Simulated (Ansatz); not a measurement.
# H started in the second kind of void in rocksalt PbSe, 65 atoms, charge +1

How does the host give way around this defect, what does it cost to form, and which levels does it put into the gap? The levels of theory are PBEsol, HSE06 and r²SCAN.

All numbers are computed with Ansatz 0.2.0 (PAW, plane waves).

## (1) The system as built

65 atoms (32 Se, 32 Pb, 1 H); a = 12.200 Å, b = 12.200 Å, c = 12.200 Å, α = 90.00°, β = 90.00°, γ = 90.00°. All atoms were shaken off their sites by about 0.02 Å along each axis. Defect site 1: (0.375, 0.375, 0.500).

Steps to follow: (2) PBEsol relaxation at the single k point (¼, ¼, ¼), on 1 × NVIDIA GB200 with 8 threads of Arm Neoverse-V2; (3) HSE06 single point at the single k point (¼, ¼, ¼), on 1 × NVIDIA GB200 with 8 threads of Arm Neoverse-V2; (4) r²SCAN single point at the single k point (¼, ¼, ¼), on 1 × NVIDIA GB200 with 8 threads of Arm Neoverse-V2.

## (2) PBEsol relaxation in the fixed cell

Input file in.yaml:

```yaml
crystal:
  lattice:
    - [12.200000, 0.000000, 0.000000]
    - [0.000000, 12.200000, 0.000000]
    - [0.000000, 0.000000, 12.200000]
  atoms:
    - { symbol: Se, position: [0.248590, 0.999355, 0.003260] }
    - { symbol: Se, position: [0.249714, 0.997367, 0.499215] }
    - { symbol: Se, position: [0.251781, 0.499739, 0.001357] }
    - { symbol: Se, position: [0.249755, 0.500207, 0.499195] }
    - { symbol: Se, position: [0.749871, 0.999415, 0.001349] }
    - { symbol: Se, position: [0.748912, 0.000250, 0.501012] }
    - { symbol: Se, position: [0.751709, 0.499716, 0.002503] }
    - { symbol: Se, position: [0.749097, 0.499380, 0.500813] }
    - { symbol: Se, position: [0.998712, 0.250016, 0.001209] }
    - { symbol: Se, position: [0.997060, 0.249471, 0.497546] }
    - { symbol: Se, position: [0.998132, 0.749997, 0.998509] }
    - { symbol: Se, position: [0.999680, 0.751068, 0.498555] }
    - { symbol: Se, position: [0.502154, 0.249626, 0.999358] }
    - { symbol: Se, position: [0.500542, 0.249915, 0.496687] }
    - { symbol: Se, position: [0.499954, 0.751431, 0.000337] }
    - { symbol: Se, position: [0.501430, 0.748984, 0.497938] }
    - { symbol: Se, position: [0.998557, 0.998927, 0.248463] }
    - { symbol: Se, position: [0.998590, 0.000294, 0.753322] }
    - { symbol: Se, position: [0.001236, 0.500181, 0.253767] }
    - { symbol: Se, position: [0.998485, 0.500451, 0.749733] }
    - { symbol: Se, position: [0.498665, 0.999935, 0.249594] }
    - { symbol: Se, position: [0.498656, 0.000641, 0.749584] }
    - { symbol: Se, position: [0.500038, 0.501179, 0.249404] }
    - { symbol: Se, position: [0.500171, 0.500578, 0.749373] }
    - { symbol: Se, position: [0.249871, 0.248905, 0.251389] }
    - { symbol: Se, position: [0.250072, 0.253423, 0.748065] }
    - { symbol: Se, position: [0.251905, 0.749064, 0.250923] }
    - { symbol: Se, position: [0.250210, 0.751121, 0.751256] }
    - { symbol: Se, position: [0.751801, 0.249743, 0.250739] }
    - { symbol: Se, position: [0.750476, 0.250269, 0.750062] }
    - { symbol: Se, position: [0.750844, 0.747938, 0.253316] }
    - { symbol: Se, position: [0.748981, 0.750271, 0.750354] }
    - { symbol: Pb, position: [0.001836, 0.999860, 0.000766] }
    - { symbol: Pb, position: [0.000418, 0.999450, 0.500471] }
    - { symbol: Pb, position: [0.001028, 0.498783, 0.000931] }
    - { symbol: Pb, position: [0.998728, 0.497530, 0.501162] }
    - { symbol: Pb, position: [0.499284, 0.999110, 0.000549] }
    - { symbol: Pb, position: [0.499381, 0.002649, 0.501020] }
    - { symbol: Pb, position: [0.498007, 0.500889, 0.000435] }
    - { symbol: Pb, position: [0.499388, 0.497453, 0.499573] }
    - { symbol: Pb, position: [0.249193, 0.251025, 0.998762] }
    - { symbol: Pb, position: [0.249984, 0.251188, 0.500369] }
    - { symbol: Pb, position: [0.249362, 0.750647, 0.000354] }
    - { symbol: Pb, position: [0.247672, 0.749796, 0.496550] }
    - { symbol: Pb, position: [0.752665, 0.251232, 0.001301] }
    - { symbol: Pb, position: [0.750585, 0.249789, 0.496255] }
    - { symbol: Pb, position: [0.745814, 0.750933, 0.000615] }
    - { symbol: Pb, position: [0.751314, 0.750230, 0.502332] }
    - { symbol: Pb, position: [0.250856, 0.999256, 0.250707] }
    - { symbol: Pb, position: [0.250282, 0.999365, 0.747899] }
    - { symbol: Pb, position: [0.250192, 0.500826, 0.250919] }
    - { symbol: Pb, position: [0.249954, 0.498740, 0.750447] }
    - { symbol: Pb, position: [0.749572, 0.000495, 0.251885] }
    - { symbol: Pb, position: [0.748917, 0.002384, 0.749315] }
    - { symbol: Pb, position: [0.750487, 0.499030, 0.250589] }
    - { symbol: Pb, position: [0.749851, 0.497495, 0.750269] }
    - { symbol: Pb, position: [0.000398, 0.249489, 0.250726] }
    - { symbol: Pb, position: [0.998714, 0.248332, 0.749963] }
    - { symbol: Pb, position: [0.001983, 0.752458, 0.253524] }
    - { symbol: Pb, position: [0.999954, 0.749682, 0.749926] }
    - { symbol: Pb, position: [0.499142, 0.250620, 0.249202] }
    - { symbol: Pb, position: [0.502845, 0.251598, 0.750548] }
    - { symbol: Pb, position: [0.501865, 0.750538, 0.249563] }
    - { symbol: Pb, position: [0.498106, 0.749926, 0.751144] }
    - { symbol: H, position: [0.374840, 0.375429, 0.498833] }
  symmetry: { detect: false }
kpoints:
  mp_grid: { grid: [1, 1, 1], shift: [0.25, 0.25, 0.25] }
hamiltonian:
  xc: pbesol
total_charge: 1
scf:
  occupations: { method: fermi_dirac, width: 0.01 }
relax:
  f_tol: 0.03
  max_steps: 80
  escape_saddle: false
  adjacent_minimum: "off"
output:
  forces: true
  eigenvalues: true
  populations: true
  charged_corrections: { epsilon: 210 }
```

Started as:

```bash
> ansatz run in.yaml --threads 8 --pin off --max-ram 118750MiB --runs-dir r --events-out ev --progress --plain --backend cuda --devices 0, --max-vram 170GiB
```

After this run come: HSE06 on the final geometry; r²SCAN single point.

**Question.** What will these runs give? Wanted: for each run, formation energy; host gap; top filled to lowest empty.

**Answer**, as computed:

```
             level         time  formation energy (eV)  host gap (eV)  top filled to lowest empty (eV)
PBEsol, relaxation  7.8 s (GPU)                   0.89           0.11                             1.29
             HSE06   55 s (GPU)                   1.01           0.71                             1.91
            r²SCAN  6.1 s (GPU)                   1.16           0.52                             1.59
```

```
     quantity                             value
   relaxation  7 recorded steps, 0.98 eV gained
largest shift                     0.44 Å (Pb40)
```

**Reading.** Relaxation gains 0.98 eV, with shifts up to 0.44 Å (Pb40). The formation energy at E_F = VBM goes from 0.89 eV (PBEsol) to 1.16 eV (r²SCAN), as the host gap goes from 0.11 to 0.52 eV. The reservoirs are the elements' reference phases; where the defect changes the composition, the value depends on that choice. The price of HSE06 is about 9.1 times the time of r²SCAN here. Spin–orbit coupling is left out, which matters for the band edges of the heavier elements here. The host's edges were read at Γ, so band-like levels at this k point need not coincide with them. One k point and a cell of this size can leave errors of several tenths of an eV. The dielectric constant of 210 in the correction is an assumed value.
